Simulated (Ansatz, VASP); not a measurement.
## One calculation of BN, two programs

File INCAR:

```
  PREC = Accurate
  ENCUT = 600
  EDIFF = 1E-6
  ISMEAR = -1
  SIGMA = 0.02
  LREAL = F
  LASPH = T
  NELM = 60
  ALGO = Normal
  ISIF = 3
  LWAVE = F
  LCHARG = F
  GGA = PE
  IBRION = 2
  NSW = 80
  EDIFFG = -0.01
```

Contents of KPOINTS:

```
Automatic mesh
0
Gamma
  12 12 6
```

The input POSCAR:

```
BN
1.0
    2.5360000000      0.0000000000      0.0000000000
   -1.2680000000      2.1962404200      0.0000000000
    0.0000000000      0.0000000000      4.1990000000
B N
2 2
Direct
    0.6666666700      0.3333333300      0.0000000000
    0.3333333300      0.6666666700      0.5000000000
    0.6666666700      0.3333333300      0.3750000000
    0.3333333300      0.6666666700      0.8750000000
```

Input for Ansatz:

```yaml
crystal:
  lattice:
    - [2.536, 0.0, 0.0]
    - [-1.268, 2.19624042, 0.0]
    - [0.0, 0.0, 4.199]
  atoms:
    - { symbol: B, position: [0.66666667, 0.33333333, 0.0] }
    - { symbol: B, position: [0.33333333, 0.66666667, 0.5] }
    - { symbol: "N", position: [0.66666667, 0.33333333, 0.375] }
    - { symbol: "N", position: [0.33333333, 0.66666667, 0.875] }
  symmetry: { tolerance: 0.0003 }
hamiltonian:
  xc: pbe
  pseudopotentials: { kind: paw, azcp: { folder: soft_1 } }
basis:
  ecutwfc: 420
magnetization:
  spin_polarized: false
scf:
  occupations: { method: fermi_dirac, width: 0.02 }
kpoints:
  mp_grid: { grid: [12, 12, 6], shift: [0, 0, 0] }
output:
  forces: true
  stress: true
  eigenvalues: true
relax:
  max_steps: 60
  cell: {}
```

Measurements of this composition are mostly on another form, of space group No. 194.

Alike in both runs: task relaxation of cell and atoms; functional PBE; k mesh 12 × 12 × 6; occupations fermi-dirac, width 0.02 eV; no spin polarisation.

|  | VASP | Ansatz |
| --- | --- | --- |
| version | VASP 6.6.1 | Ansatz 0.2.0 |
| potentials or method | VASP PAW PBE potentials, release 64 (B, N) | PAW plane waves |
| plane-wave cutoff (eV) | 600 | 420 |
| valence electrons in the cell | 16 | 16 |

VASP gave:

| Item | Value |
| --- | --- |
| gap on the k mesh at the Fermi level, each at its own relaxed structure (eV) | 5.21 |
| relaxed volume (Å³/atom) | 5.97 |
| relaxed cell length with the largest relative difference (Å) | 4.224 |
| energy change over the relaxation (meV/atom) | -3 |

Which values does Ansatz return?

gap on the k mesh at the Fermi level, each at its own relaxed structure (eV): 5.22; relaxed volume (Å³/atom): 5.97; relaxed cell length with the largest relative difference (Å): 4.224; energy change over the relaxation (meV/atom): -3.

A k mesh can miss the band edges. PBE gaps usually lie below the measured ones, often by a third to a half. PBE usually gives volumes a little too large and moduli too small.
